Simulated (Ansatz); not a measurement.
# In5AgTe8 — 113In NMR of the central transition

Cell: a Materials Project structure (computed, not necessarily an observed phase), taken as it stands.

Space group P-42m (No. 111); a = 6.2882, c = 12.7753 Å.

| site | Wyckoff | site symmetry | x | y | z |
| --- | --- | --- | --- | --- | --- |
| In1 | 4m | 2.. | 0.0000 | 0.5000 | 0.2557 |
| In4 | 1d | -42m | 0.5000 | 0.5000 | 0.0000 |
| Ag | 1c | -42m | 0.0000 | 0.0000 | 0.5000 |
| Te7 | 4n | ..m | 0.7311 | 0.2689 | 0.3859 |
| Te8 | 4n | ..m | 0.2272 | 0.7728 | 0.8862 |

One atom of each set is listed.

Method: Kohn–Sham DFT in Ansatz, r2SCAN, plane waves and PAW, scalar-relativistic, 500 eV cutoff, Γ-centred 5×5×3 k-points, Fermi–Dirac smearing 0.02 eV.

113In has I = 9/2 and Q = 761.0 mb (Pyykkö 2018); at 23.5 T its Larmor frequency is ν₀ = 220.1 MHz (from the bare nuclear moment; shielding lowers the observed one by a per cent or two). Only the quadrupole interaction is simulated: positions count from each site's isotropic chemical shift, and shift anisotropy, dipolar and J coupling are left out.

The In sites: In1 (4 atoms; 4 Te at 2.78–2.88 Å); In4 (1 atom; 4 Te at 2.83 Å).

Fitted components of the simulated spectrum:

```csv
component,|C_Q| (MHz),η
A,21.2,0.00
B,116,0.87
```

(1) Which site most likely gives which component?

## Answers

(1) By the calculation, A is In4, B is In1. An axis of threefold or higher order runs through In4, so V_zz lies along it and η is zero. Like point charges on the first shell alone (each adding as 1/d³) would put In4 above In1: the covalent part of each bond and the atoms beyond the first shell count as well.

Without spin–orbit coupling the gradients at and beside Te can be off by some per cent, at some sites by more.
